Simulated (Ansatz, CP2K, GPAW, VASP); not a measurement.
**One calculation of ZnS, 4 ways**

```
Zn S
1.0
     3.81200    0.00000    0.00000
    -1.90600    3.30129    0.00000
     0.00000    0.00000   18.68999
Zn S
6 6
Direct
  0.33333 0.66667 0.83333
  0.66667 0.33333 0.33333
  0.66667 0.33333 0.66667
  0.33333 0.66667 0.16667
  0.00000 0.00000 0.50000
  0.00000 0.00000 0.00000
  0.33333 0.66667 0.95833
  0.66667 0.33333 0.45833
  0.66667 0.33333 0.79167
  0.33333 0.66667 0.29167
  0.00000 0.00000 0.62500
  0.00000 0.00000 0.12500
```

Alike in all runs: task single point; functional PBE; k mesh 8 × 8 × 2; occupations gaussian, width 0.015 eV; no spin polarisation; no spin-orbit coupling. Pressure is positive in compression and, in plane waves, holds the error of the finite cutoff, which Ansatz's Pulay term estimates and takes out.

```json
{"program and potentials": "Ansatz, Ansatz PAW", "plane-wave cutoff (eV)": "420", "notes": "Pulay term of +0.07 GPa included", "band gap (eV)": "2.16", "pressure (GPa)": "2.12"}
{"program and potentials": "VASP, PBE PAW files S, Zn, 520 eV", "plane-wave cutoff (eV)": "520", "notes": "-", "band gap (eV)": "2.17", "pressure (GPa)": "2.29"}
{"program and potentials": "GPAW, GPAW PAW data sets (gpaw-data 1.2.1)", "plane-wave cutoff (eV)": "600", "notes": "-", "band gap (eV)": "2.16", "pressure (GPa)": "2.15"}
{"program and potentials": "CP2K, POTENTIAL_UZH Zn GTH-PBE-q12, S GTH-PBE-q6; TZVP-MOLOPT-PBE-GTH basis", "plane-wave cutoff (eV)": "-", "notes": "atomic basis", "band gap (eV)": "2.13", "pressure (GPa)": "2.59"}
```

Force on atom 8 (S), eV/Å:

| program and potentials | x | y | z |
| --- | --- | --- | --- |
| Ansatz, Ansatz PAW | 0.000 | 0.000 | -0.030 |
| VASP, PBE PAW files S, Zn, 520 eV | 0.000 | 0.000 | -0.030 |
| GPAW, GPAW PAW data sets (gpaw-data 1.2.1) | 0.000 | 0.000 | -0.030 |

The band gap spans 2.13 (CP2K, POTENTIAL_UZH Zn GTH-PBE-q12, S GTH-PBE-q6; TZVP-MOLOPT-PBE-GTH basis) to 2.17 eV (VASP, PBE PAW files S, Zn, 520 eV). The pressure spans 2.12 (Ansatz, Ansatz PAW) to 2.59 GPa (CP2K, POTENTIAL_UZH Zn GTH-PBE-q12, S GTH-PBE-q6; TZVP-MOLOPT-PBE-GTH basis). Rows in atomic bases carry the error of their basis and grid, which can be large.

Differences between rows come from potentials, basis sets and numerical settings, since the functional is the same but for its coding. Runs on potential files found faulty are left out.
